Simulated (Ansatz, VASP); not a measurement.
# InAs: VASP beside Ansatz

Aim: how closely do two programs agree when they are given the same cell, functional and k mesh? The cell is taken from a series of runs on this material, whose earlier steps may have relaxed, scaled, displaced or heated it; both programs get it as it stands.

Calculated with Ansatz 0.2.0; plane waves, with VASP 6.6.1 beside it; PBEsol.

### 1. The structure

Symmetry: Imm2, No. 44, orthorhombic system. The conventional cell has a = 4.175 Å, b = 4.308 Å, c = 6.185 Å, α = 90.00°, β = 90.00°, γ = 90.00°. As has 4 In at 2.62 to 2.63 Å nearest. Nearest to In lie 4 As at 2.62 to 2.63 Å. Farther neighbours are not listed.

Structure file:

```cif
data_structure
_symmetry_space_group_name_H-M 'P 1'
_symmetry_Int_Tables_number 1
_cell_length_a 4.3083
_cell_length_b 4.3083
_cell_length_c 4.1753
_cell_angle_alpha 61.017
_cell_angle_beta 61.017
_cell_angle_gamma 59.991
_cell_volume 55.62
loop_
_atom_site_label
_atom_site_type_symbol
_atom_site_fract_x
_atom_site_fract_y
_atom_site_fract_z
_atom_site_occupancy
As1 As 0.74737 0.74737 0.75262 1
In2 In 0.00263 0.00263 0.99738 1
```

### 2. VASP: zone-centre phonons, PBEsol

Second derivatives magnify differences that forces hide, and they need a tight electronic threshold.

Lines of VASP's logs that name or quote its potential files are left out, and so is its time.

The input, INCAR:

```
SYSTEM = InAs
PREC = Accurate
ENCUT = 500
EDIFF = 1E-08
NELM = 120
ISMEAR = 0
SIGMA = 0.015
LREAL = .FALSE.
ALGO = Normal
GGA = PS
NBANDS = 15
LORBIT = 11
LWAVE = .FALSE.
LCHARG = .FALSE.
ISIF = 2
ISYM = 2
IBRION = 8
LASPH = .TRUE.
GGA_COMPAT = .FALSE.
EFERMI = MIDGAP
KPAR = 2
```

The input, POSCAR:

```
InAs
1.0
   -0.0468417121      2.9991974785      3.0926332282
    2.9991974785     -0.0468417121      3.0926332282
    2.9523557664      2.9523557664      0.0000000000
As In
1 1
Direct
    0.7473658354      0.7473658354      0.7526185124
    0.0026341646      0.0026341646      0.9973814876
```

The input, KPOINTS:

```
Points of the shifted mesh
1728
Reciprocal
 0.0416666667  0.0416666667  0.0416666667 1
 0.0416666667  0.0416666667  0.1250000000 1
 0.0416666667  0.0416666667  0.2083333333 1
 0.0416666667  0.0416666667  0.2916666667 1
 0.0416666667  0.0416666667  0.3750000000 1
 0.0416666667  0.0416666667  0.4583333333 1
 0.0416666667  0.0416666667  0.5416666667 1
 0.0416666667  0.0416666667  0.6250000000 1
 0.0416666667  0.0416666667  0.7083333333 1
 0.0416666667  0.0416666667  0.7916666667 1
 0.0416666667  0.0416666667  0.8750000000 1
 0.0416666667  0.0416666667  0.9583333333 1
 0.0416666667  0.1250000000  0.0416666667 1
 0.0416666667  0.1250000000  0.1250000000 1
 0.0416666667  0.1250000000  0.2083333333 1
 0.0416666667  0.1250000000  0.2916666667 1
 0.0416666667  0.1250000000  0.3750000000 1
 0.0416666667  0.1250000000  0.4583333333 1
 0.0416666667  0.1250000000  0.5416666667 1
 0.0416666667  0.1250000000  0.6250000000 1
 0.0416666667  0.1250000000  0.7083333333 1
 0.0416666667  0.1250000000  0.7916666667 1
 0.0416666667  0.1250000000  0.8750000000 1
 0.0416666667  0.1250000000  0.9583333333 1
 0.0416666667  0.2083333333  0.0416666667 1
 0.0416666667  0.2083333333  0.1250000000 1
 0.0416666667  0.2083333333  0.2083333333 1
 0.0416666667  0.2083333333  0.2916666667 1
 0.0416666667  0.2083333333  0.3750000000 1
 0.0416666667  0.2083333333  0.4583333333 1
 0.0416666667  0.2083333333  0.5416666667 1
 0.0416666667  0.2083333333  0.6250000000 1
 0.0416666667  0.2083333333  0.7083333333 1
 0.0416666667  0.2083333333  0.7916666667 1
 0.0416666667  0.2083333333  0.8750000000 1
 0.0416666667  0.2083333333  0.9583333333 1
 0.0416666667  0.2916666667  0.0416666667 1
 0.0416666667  0.2916666667  0.1250000000 1
 0.0416666667  0.2916666667  0.2083333333 1
 0.0416666667  0.2916666667  0.2916666667 1
 0.0416666667  0.2916666667  0.3750000000 1
 0.0416666667  0.2916666667  0.4583333333 1
 0.0416666667  0.2916666667  0.5416666667 1
 0.0416666667  0.2916666667  0.6250000000 1
 0.0416666667  0.2916666667  0.7083333333 1
 0.0416666667  0.2916666667  0.7916666667 1
 0.0416666667  0.2916666667  0.8750000000 1
 0.0416666667  0.2916666667  0.9583333333 1
 0.0416666667  0.3750000000  0.0416666667 1
 0.0416666667  0.3750000000  0.1250000000 1
 0.0416666667  0.3750000000  0.2083333333 1
 0.0416666667  0.3750000000  0.2916666667 1
 0.0416666667  0.3750000000  0.3750000000 1
 0.0416666667  0.3750000000  0.4583333333 1
 0.0416666667  0.3750000000  0.5416666667 1
 0.0416666667  0.3750000000  0.6250000000 1
 0.0416666667  0.3750000000  0.7083333333 1
 0.0416666667  0.3750000000  0.7916666667 1
 0.0416666667  0.3750000000  0.8750000000 1
 0.0416666667  0.3750000000  0.9583333333 1
 0.0416666667  0.4583333333  0.0416666667 1
 0.0416666667  0.4583333333  0.1250000000 1
 0.0416666667  0.4583333333  0.2083333333 1
 0.0416666667  0.4583333333  0.2916666667 1
 0.0416666667  0.4583333333  0.3750000000 1
 0.0416666667  0.4583333333  0.4583333333 1
 0.0416666667  0.4583333333  0.5416666667 1
 0.0416666667  0.4583333333  0.6250000000 1
 0.0416666667  0.4583333333  0.7083333333 1
 0.0416666667  0.4583333333  0.7916666667 1
 0.0416666667  0.4583333333  0.8750000000 1
 0.0416666667  0.4583333333  0.9583333333 1
 0.0416666667  0.5416666667  0.0416666667 1
 0.0416666667  0.5416666667  0.1250000000 1
 0.0416666667  0.5416666667  0.2083333333 1
 0.0416666667  0.5416666667  0.2916666667 1
 0.0416666667  0.5416666667  0.3750000000 1
 0.0416666667  0.5416666667  0.4583333333 1
 0.0416666667  0.5416666667  0.5416666667 1
 0.0416666667  0.5416666667  0.6250000000 1
 0.0416666667  0.5416666667  0.7083333333 1
 0.0416666667  0.5416666667  0.7916666667 1
 0.0416666667  0.5416666667  0.8750000000 1
 0.0416666667  0.5416666667  0.9583333333 1
 0.0416666667  0.6250000000  0.0416666667 1
 0.0416666667  0.6250000000  0.1250000000 1
 0.0416666667  0.6250000000  0.2083333333 1
 0.0416666667  0.6250000000  0.2916666667 1
 0.0416666667  0.6250000000  0.3750000000 1
 0.0416666667  0.6250000000  0.4583333333 1
 0.0416666667  0.6250000000  0.5416666667 1
 0.0416666667  0.6250000000  0.6250000000 1
 0.0416666667  0.6250000000  0.7083333333 1
 0.0416666667  0.6250000000  0.7916666667 1
 0.0416666667  0.6250000000  0.8750000000 1
 0.0416666667  0.6250000000  0.9583333333 1
 0.0416666667  0.7083333333  0.0416666667 1
 0.0416666667  0.7083333333  0.1250000000 1
 0.0416666667  0.7083333333  0.2083333333 1
 0.0416666667  0.7083333333  0.2916666667 1
 0.0416666667  0.7083333333  0.3750000000 1
 0.0416666667  0.7083333333  0.4583333333 1
 0.0416666667  0.7083333333  0.5416666667 1
 0.0416666667  0.7083333333  0.6250000000 1
 0.0416666667  0.7083333333  0.7083333333 1
 0.0416666667  0.7083333333  0.7916666667 1
 0.0416666667  0.7083333333  0.8750000000 1
 0.0416666667  0.7083333333  0.9583333333 1
 0.0416666667  0.7916666667  0.0416666667 1
 0.0416666667  0.7916666667  0.1250000000 1
 0.0416666667  0.7916666667  0.2083333333 1
 0.0416666667  0.7916666667  0.2916666667 1
[... 1390 lines left out ...]
 0.8750000000  0.4583333333  0.1250000000 1
 0.8750000000  0.4583333333  0.2083333333 1
 0.8750000000  0.4583333333  0.2916666667 1
 0.8750000000  0.4583333333  0.3750000000 1
 0.8750000000  0.4583333333  0.4583333333 1
 0.8750000000  0.4583333333  0.5416666667 1
 0.8750000000  0.4583333333  0.6250000000 1
 0.8750000000  0.4583333333  0.7083333333 1
 0.8750000000  0.4583333333  0.7916666667 1
 0.8750000000  0.4583333333  0.8750000000 1
 0.8750000000  0.4583333333  0.9583333333 1
 0.8750000000  0.5416666667  0.0416666667 1
 0.8750000000  0.5416666667  0.1250000000 1
 0.8750000000  0.5416666667  0.2083333333 1
 0.8750000000  0.5416666667  0.2916666667 1
 0.8750000000  0.5416666667  0.3750000000 1
 0.8750000000  0.5416666667  0.4583333333 1
 0.8750000000  0.5416666667  0.5416666667 1
 0.8750000000  0.5416666667  0.6250000000 1
 0.8750000000  0.5416666667  0.7083333333 1
 0.8750000000  0.5416666667  0.7916666667 1
 0.8750000000  0.5416666667  0.8750000000 1
 0.8750000000  0.5416666667  0.9583333333 1
 0.8750000000  0.6250000000  0.0416666667 1
 0.8750000000  0.6250000000  0.1250000000 1
 0.8750000000  0.6250000000  0.2083333333 1
 0.8750000000  0.6250000000  0.2916666667 1
 0.8750000000  0.6250000000  0.3750000000 1
 0.8750000000  0.6250000000  0.4583333333 1
 0.8750000000  0.6250000000  0.5416666667 1
 0.8750000000  0.6250000000  0.6250000000 1
 0.8750000000  0.6250000000  0.7083333333 1
 0.8750000000  0.6250000000  0.7916666667 1
 0.8750000000  0.6250000000  0.8750000000 1
 0.8750000000  0.6250000000  0.9583333333 1
 0.8750000000  0.7083333333  0.0416666667 1
 0.8750000000  0.7083333333  0.1250000000 1
 0.8750000000  0.7083333333  0.2083333333 1
 0.8750000000  0.7083333333  0.2916666667 1
 0.8750000000  0.7083333333  0.3750000000 1
 0.8750000000  0.7083333333  0.4583333333 1
 0.8750000000  0.7083333333  0.5416666667 1
 0.8750000000  0.7083333333  0.6250000000 1
 0.8750000000  0.7083333333  0.7083333333 1
 0.8750000000  0.7083333333  0.7916666667 1
 0.8750000000  0.7083333333  0.8750000000 1
 0.8750000000  0.7083333333  0.9583333333 1
 0.8750000000  0.7916666667  0.0416666667 1
 0.8750000000  0.7916666667  0.1250000000 1
 0.8750000000  0.7916666667  0.2083333333 1
 0.8750000000  0.7916666667  0.2916666667 1
 0.8750000000  0.7916666667  0.3750000000 1
 0.8750000000  0.7916666667  0.4583333333 1
 0.8750000000  0.7916666667  0.5416666667 1
 0.8750000000  0.7916666667  0.6250000000 1
 0.8750000000  0.7916666667  0.7083333333 1
 0.8750000000  0.7916666667  0.7916666667 1
 0.8750000000  0.7916666667  0.8750000000 1
 0.8750000000  0.7916666667  0.9583333333 1
 0.8750000000  0.8750000000  0.0416666667 1
 0.8750000000  0.8750000000  0.1250000000 1
 0.8750000000  0.8750000000  0.2083333333 1
 0.8750000000  0.8750000000  0.2916666667 1
 0.8750000000  0.8750000000  0.3750000000 1
 0.8750000000  0.8750000000  0.4583333333 1
 0.8750000000  0.8750000000  0.5416666667 1
 0.8750000000  0.8750000000  0.6250000000 1
 0.8750000000  0.8750000000  0.7083333333 1
 0.8750000000  0.8750000000  0.7916666667 1
 0.8750000000  0.8750000000  0.8750000000 1
 0.8750000000  0.8750000000  0.9583333333 1
 0.8750000000  0.9583333333  0.0416666667 1
 0.8750000000  0.9583333333  0.1250000000 1
 0.8750000000  0.9583333333  0.2083333333 1
 0.8750000000  0.9583333333  0.2916666667 1
 0.8750000000  0.9583333333  0.3750000000 1
 0.8750000000  0.9583333333  0.4583333333 1
 0.8750000000  0.9583333333  0.5416666667 1
 0.8750000000  0.9583333333  0.6250000000 1
 0.8750000000  0.9583333333  0.7083333333 1
 0.8750000000  0.9583333333  0.7916666667 1
 0.8750000000  0.9583333333  0.8750000000 1
 0.8750000000  0.9583333333  0.9583333333 1
 0.9583333333  0.0416666667  0.0416666667 1
 0.9583333333  0.0416666667  0.1250000000 1
 0.9583333333  0.0416666667  0.2083333333 1
 0.9583333333  0.0416666667  0.2916666667 1
 0.9583333333  0.0416666667  0.3750000000 1
 0.9583333333  0.0416666667  0.4583333333 1
 0.9583333333  0.0416666667  0.5416666667 1
 0.9583333333  0.0416666667  0.6250000000 1
 0.9583333333  0.0416666667  0.7083333333 1
 0.9583333333  0.0416666667  0.7916666667 1
 0.9583333333  0.0416666667  0.8750000000 1
 0.9583333333  0.0416666667  0.9583333333 1
 0.9583333333  0.1250000000  0.0416666667 1
 0.9583333333  0.1250000000  0.1250000000 1
 0.9583333333  0.1250000000  0.2083333333 1
 0.9583333333  0.1250000000  0.2916666667 1
 0.9583333333  0.1250000000  0.3750000000 1
 0.9583333333  0.1250000000  0.4583333333 1
 0.9583333333  0.1250000000  0.5416666667 1
 0.9583333333  0.1250000000  0.6250000000 1
 0.9583333333  0.1250000000  0.7083333333 1
 0.9583333333  0.1250000000  0.7916666667 1
 0.9583333333  0.1250000000  0.8750000000 1
 0.9583333333  0.1250000000  0.9583333333 1
 0.9583333333  0.2083333333  0.0416666667 1
 0.9583333333  0.2083333333  0.1250000000 1
 0.9583333333  0.2083333333  0.2083333333 1
 0.9583333333  0.2083333333  0.2916666667 1
 0.9583333333  0.2083333333  0.3750000000 1
 0.9583333333  0.2083333333  0.4583333333 1
 0.9583333333  0.2083333333  0.5416666667 1
 0.9583333333  0.2083333333  0.6250000000 1
 0.9583333333  0.2083333333  0.7083333333 1
 0.9583333333  0.2083333333  0.7916666667 1
 0.9583333333  0.2083333333  0.8750000000 1
 0.9583333333  0.2083333333  0.9583333333 1
 0.9583333333  0.2916666667  0.0416666667 1
 0.9583333333  0.2916666667  0.1250000000 1
 0.9583333333  0.2916666667  0.2083333333 1
 0.9583333333  0.2916666667  0.2916666667 1
 0.9583333333  0.2916666667  0.3750000000 1
 0.9583333333  0.2916666667  0.4583333333 1
 0.9583333333  0.2916666667  0.5416666667 1
 0.9583333333  0.2916666667  0.6250000000 1
 0.9583333333  0.2916666667  0.7083333333 1
 0.9583333333  0.2916666667  0.7916666667 1
 0.9583333333  0.2916666667  0.8750000000 1
 0.9583333333  0.2916666667  0.9583333333 1
 0.9583333333  0.3750000000  0.0416666667 1
 0.9583333333  0.3750000000  0.1250000000 1
 0.9583333333  0.3750000000  0.2083333333 1
 0.9583333333  0.3750000000  0.2916666667 1
 0.9583333333  0.3750000000  0.3750000000 1
 0.9583333333  0.3750000000  0.4583333333 1
 0.9583333333  0.3750000000  0.5416666667 1
 0.9583333333  0.3750000000  0.6250000000 1
 0.9583333333  0.3750000000  0.7083333333 1
 0.9583333333  0.3750000000  0.7916666667 1
 0.9583333333  0.3750000000  0.8750000000 1
 0.9583333333  0.3750000000  0.9583333333 1
 0.9583333333  0.4583333333  0.0416666667 1
 0.9583333333  0.4583333333  0.1250000000 1
 0.9583333333  0.4583333333  0.2083333333 1
 0.9583333333  0.4583333333  0.2916666667 1
 0.9583333333  0.4583333333  0.3750000000 1
 0.9583333333  0.4583333333  0.4583333333 1
 0.9583333333  0.4583333333  0.5416666667 1
 0.9583333333  0.4583333333  0.6250000000 1
 0.9583333333  0.4583333333  0.7083333333 1
 0.9583333333  0.4583333333  0.7916666667 1
 0.9583333333  0.4583333333  0.8750000000 1
 0.9583333333  0.4583333333  0.9583333333 1
 0.9583333333  0.5416666667  0.0416666667 1
 0.9583333333  0.5416666667  0.1250000000 1
 0.9583333333  0.5416666667  0.2083333333 1
 0.9583333333  0.5416666667  0.2916666667 1
 0.9583333333  0.5416666667  0.3750000000 1
 0.9583333333  0.5416666667  0.4583333333 1
 0.9583333333  0.5416666667  0.5416666667 1
 0.9583333333  0.5416666667  0.6250000000 1
 0.9583333333  0.5416666667  0.7083333333 1
 0.9583333333  0.5416666667  0.7916666667 1
 0.9583333333  0.5416666667  0.8750000000 1
 0.9583333333  0.5416666667  0.9583333333 1
 0.9583333333  0.6250000000  0.0416666667 1
 0.9583333333  0.6250000000  0.1250000000 1
 0.9583333333  0.6250000000  0.2083333333 1
 0.9583333333  0.6250000000  0.2916666667 1
 0.9583333333  0.6250000000  0.3750000000 1
 0.9583333333  0.6250000000  0.4583333333 1
 0.9583333333  0.6250000000  0.5416666667 1
 0.9583333333  0.6250000000  0.6250000000 1
 0.9583333333  0.6250000000  0.7083333333 1
 0.9583333333  0.6250000000  0.7916666667 1
 0.9583333333  0.6250000000  0.8750000000 1
 0.9583333333  0.6250000000  0.9583333333 1
 0.9583333333  0.7083333333  0.0416666667 1
 0.9583333333  0.7083333333  0.1250000000 1
 0.9583333333  0.7083333333  0.2083333333 1
 0.9583333333  0.7083333333  0.2916666667 1
 0.9583333333  0.7083333333  0.3750000000 1
 0.9583333333  0.7083333333  0.4583333333 1
 0.9583333333  0.7083333333  0.5416666667 1
 0.9583333333  0.7083333333  0.6250000000 1
 0.9583333333  0.7083333333  0.7083333333 1
 0.9583333333  0.7083333333  0.7916666667 1
 0.9583333333  0.7083333333  0.8750000000 1
 0.9583333333  0.7083333333  0.9583333333 1
 0.9583333333  0.7916666667  0.0416666667 1
 0.9583333333  0.7916666667  0.1250000000 1
 0.9583333333  0.7916666667  0.2083333333 1
 0.9583333333  0.7916666667  0.2916666667 1
 0.9583333333  0.7916666667  0.3750000000 1
 0.9583333333  0.7916666667  0.4583333333 1
 0.9583333333  0.7916666667  0.5416666667 1
 0.9583333333  0.7916666667  0.6250000000 1
 0.9583333333  0.7916666667  0.7083333333 1
 0.9583333333  0.7916666667  0.7916666667 1
 0.9583333333  0.7916666667  0.8750000000 1
 0.9583333333  0.7916666667  0.9583333333 1
 0.9583333333  0.8750000000  0.0416666667 1
 0.9583333333  0.8750000000  0.1250000000 1
 0.9583333333  0.8750000000  0.2083333333 1
 0.9583333333  0.8750000000  0.2916666667 1
 0.9583333333  0.8750000000  0.3750000000 1
 0.9583333333  0.8750000000  0.4583333333 1
 0.9583333333  0.8750000000  0.5416666667 1
 0.9583333333  0.8750000000  0.6250000000 1
 0.9583333333  0.8750000000  0.7083333333 1
 0.9583333333  0.8750000000  0.7916666667 1
 0.9583333333  0.8750000000  0.8750000000 1
 0.9583333333  0.8750000000  0.9583333333 1
 0.9583333333  0.9583333333  0.0416666667 1
 0.9583333333  0.9583333333  0.1250000000 1
 0.9583333333  0.9583333333  0.2083333333 1
 0.9583333333  0.9583333333  0.2916666667 1
 0.9583333333  0.9583333333  0.3750000000 1
 0.9583333333  0.9583333333  0.4583333333 1
 0.9583333333  0.9583333333  0.5416666667 1
 0.9583333333  0.9583333333  0.6250000000 1
 0.9583333333  0.9583333333  0.7083333333 1
 0.9583333333  0.9583333333  0.7916666667 1
 0.9583333333  0.9583333333  0.8750000000 1
 0.9583333333  0.9583333333  0.9583333333 1
```

Potentials, in the order of the species: As and In_d (PBE family, release 64).

Run with:

```console
> mpirun -np 2 vasp_std
```

Numbers of over 12 decimals in the logs are rounded to 6 here.

The log of the run:

```text
[banner, memory and clock lines left out]
running    2 mpi-ranks, on    1 nodes
[...]
|                                                                             |
|               ----> ADVICE to this user running VASP <----                  |
|                                                                             |
|     You enforced a specific xc type in the INCAR file but a different       |
|     [... a line on the potential file left out ...]
|     I HOPE YOU KNOW WHAT YOU ARE DOING!                                     |
|                                                                             |

 LDA part: xc-table for (Slater+PW92), standard interpolation
 POSCAR, INCAR and KPOINTS ok, starting setup
[...]
entering main loop
       N       E                     dE             d eps       ncg     rms          rms(c)
DAV:   1     0.111535694709E+03    0.11154E+03   -0.81860E+03 52073   0.125E+03
DAV:   2    -0.107026832422E+01   -0.11261E+03   -0.10834E+03 55676   0.300E+02
DAV:   3    -0.857645518623E+01   -0.75062E+01   -0.74641E+01 67016   0.786E+01
DAV:   4    -0.876673635326E+01   -0.19028E+00   -0.19022E+00 63137   0.140E+01
[...]
DAV:  14    -0.847845802100E+01    0.80955E-07   -0.73561E-08 63152   0.261E-03    0.156E-03
DAV:  15    -0.847845807424E+01   -0.53239E-07   -0.33975E-09 50105   0.781E-04    0.469E-04
DAV:  16    -0.847845808113E+01   -0.68896E-08   -0.16178E-09 36294   0.359E-04
   1 F= -.84784581E+01 E0= -.84784581E+01  d E =-.270454E-86
 Linear response reoptimize wavefunctions to high precision
DAV:   1    -0.847845808222E+01   -0.10898E-08   -0.88924E-10 50210   0.251E-04
[...]
RMM:  10    -0.453642894805E-01   -0.57412E-07    0.21909E-08109133   0.161E-04    0.676E-05
RMM:  11    -0.453642938034E-01   -0.43230E-08   -0.28943E-08102893   0.615E-05    0.140E-05
 first order change of Fermi-energy  -0.12296E+01
 force on displaced ion       1 direction 3 :  -0.003  -0.003  -7.731
 Linear response progress:
  Degree of freedom:   3/  4
       N       E                     dE             d eps       ncg     rms          rms(c)
RMM:   1    -0.233214202708E+00   -0.23321E+00   -0.91782E-02 69968   0.490E+00
RMM:   2    -0.235755732152E+00   -0.25415E-02   -0.13335E-02 88273   0.104E+00    0.770E-02
RMM:   3    -0.235684790249E+00    0.70942E-04   -0.15552E-03 95945   0.321E-01    0.379E-02
RMM:   4    -0.235472279551E+00    0.21251E-03   -0.14207E-04 98421   0.107E-01    0.205E-02
[...]
RMM:  12    -0.235416353176E+00   -0.49707E-07    0.10470E-07104938   0.806E-05    0.427E-06
RMM:  13    -0.235416365439E+00   -0.12263E-07    0.80276E-08113139   0.461E-05    0.462E-06
RMM:  14    -0.235416366520E+00   -0.10811E-08    0.27417E-08 97130   0.271E-05    0.316E-06
 first order change of Fermi-energy   0.72551E+00
 force on displaced ion       2 direction 1 :  -7.518  -0.093  -0.009
 Linear response progress:
  Degree of freedom:   4/  4
       N       E                     dE             d eps       ncg     rms          rms(c)
RMM:   1    -0.233527875852E+00   -0.23353E+00   -0.97448E-02 70046   0.484E+00
RMM:   2    -0.235968544592E+00   -0.24407E-02   -0.13024E-02 88228   0.103E+00    0.783E-02
RMM:   3    -0.235905313600E+00    0.63231E-04   -0.15109E-03 95802   0.317E-01    0.398E-02
RMM:   4    -0.235701046215E+00    0.20427E-03   -0.14273E-04 98302   0.106E-01    0.207E-02
[...]
RMM:  11    -0.235658684223E+00    0.48227E-07    0.22560E-07108363   0.140E-04    0.175E-05
RMM:  12    -0.235658687632E+00   -0.34090E-08    0.12761E-07106053   0.748E-05    0.118E-05
RMM:  13    -0.235658696872E+00   -0.92404E-08    0.73182E-08111782   0.411E-05    0.242E-06
 first order change of Fermi-energy   0.12296E+01
 force on displaced ion       2 direction 3 :  -0.009  -0.009  -7.716
 Linear response finished
```

(Continued in part 2 of 2.)

[Lines on the potential files, build, host, timing and source positions are cut from VASP's logs without a mark.]

[Logs are printed without paths, hosts, clocks, repeated set-up lines and the standing remarks that a program may print on its own settings, such as how far it seeks lower states.]

[Hosts, paths, dates, database ids (printed as entryN), source tags and the programs' standing remarks are cut or masked in the printed files.]
